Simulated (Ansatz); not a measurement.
## SrVO3: a workflow

**The experiment.** The Crystallography Open Database holds a cell as deposited of cubic SrVO3 (space group Pm-3m), temperature not stated (2003, doi:10.1016/S0925-8388(02)01349-X): a = 3.842 Å, 11.35 Å³/atom.

Level of theory: DFT, r²SCAN, scalar-relativistic, collinear spin; plane waves to 500 eV with PAW datasets (Ansatz 0.2.0), Γ-centred 8×8×8 mesh, 0.05 eV Gaussian smearing; PAW files: Ansatz's generated set soft_2.

The chain of runs began from a cell as deposited in COD, expanded in volume.

The start, 1 % over the database's volume:

```xyz
5
Lattice="3.8537 0.0000 0.0000 0.0000 3.8537 0.0000 0.0000 0.0000 3.8537" Properties=species:S:1:pos:R:3 pbc="T T T"
Sr    1.9268    1.9268    1.9268
V     0.0000    0.0000    0.0000
O     1.9268    0.0000    0.0000
O     0.0000    1.9268    0.0000
O     0.0000    0.0000    1.9268
```

Starting moments (μB, in the order of the atoms): 0.0, 1.0, 0.0, 0.0, 0.0.

The first steps of the search for zero pressure:

```
run        level  k-mesh        kind  V (Å³/atom)  P (GPa)  gap on the mesh (eV)  largest moment (μB)
  1  PBE, 420 eV   6×6×6  fixed cell        11.45      0.9                 metal                 0.39
```

Problem. At which volume does r²SCAN reach zero pressure?

Solution. 11.33 Å³/atom, about 1.0 % under the start.

The steps that followed:

```
run        level  k-mesh        kind  V (Å³/atom)  P (GPa)  E − E(final) (meV/atom)  gap on the mesh (eV)  largest moment (μB)
  2  PBE, 420 eV   6×6×6  fixed cell        11.52     -0.5                        –                 metal                 0.13
  3       r²SCAN   8×8×8  fixed cell        11.52     -3.2                      1.9                 metal                 0.83
  4       r²SCAN   8×8×8  fixed cell        11.28      0.9                      0.2                 metal                 0.82
  5       r²SCAN   8×8×8  fixed cell        11.33      0.0                      0.0                 metal                 0.82
```

The cell is relaxed to zero pressure at this level.

The final structure (symmetry read at 0.01 Å). It takes space group Pm-3m (No. 221, cubic). Conventional cell: a = 3.840 Å, b = 3.840 Å, c = 3.840 Å, α = 90.00°, β = 90.00°, γ = 90.00°. Around Sr (site symmetry m-3m) lie 12 O at 2.72 Å. V (site symmetry m-3m) has 6 O at 1.92 Å as nearest neighbours. O (site symmetry 4/mmm) has 2 V at 1.92 Å as nearest neighbours. (Shells end 15 % past the nearest neighbour.)

```tsv
atom	site	symmetry	x	y	z
Sr	1b	m-3m	0.5000	0.5000	0.5000
V	1a	m-3m	0.0000	0.0000	0.0000
O	3d	4/mm.m	0.5000	0.0000	0.0000
```

- Among 3 magnetic starts the lowest energy, to 0.5 meV/atom, came from: ferromagnetic; small parallel starting moments. The next state (no spin polarisation) lies 13.8 meV/atom higher.
- At the final geometry the gap, band path included, is zero (metallic) and the site spin moments are V 0.82 μB.
- The equation of state gives B0 = 197 GPa and B0′ = 4.4.
- Against the elements' standard states, run alike and uncorrected, the formation energy is -3.04 eV/atom.

**Comparison.** The computed cell (3.840 Å, 11.33 Å³/atom) differs from the database's by −0.2 % in volume, about −0.1 % in length. Agreement this close is partly luck: the calculation is for a static lattice, the crystal has zero-point motion and thermal expansion.

The run wasn't fully tested for a lower electronic state. Site moments are of spin, integrated over atomic spheres. Compounds of this kind are often insulators, Mott or charge-transfer ones with an open 3d shell, so the metal found may come from the functional, which lacks a U or exact exchange, or from the structure. Only parallel moments were tried, so the real magnetic order may be another.
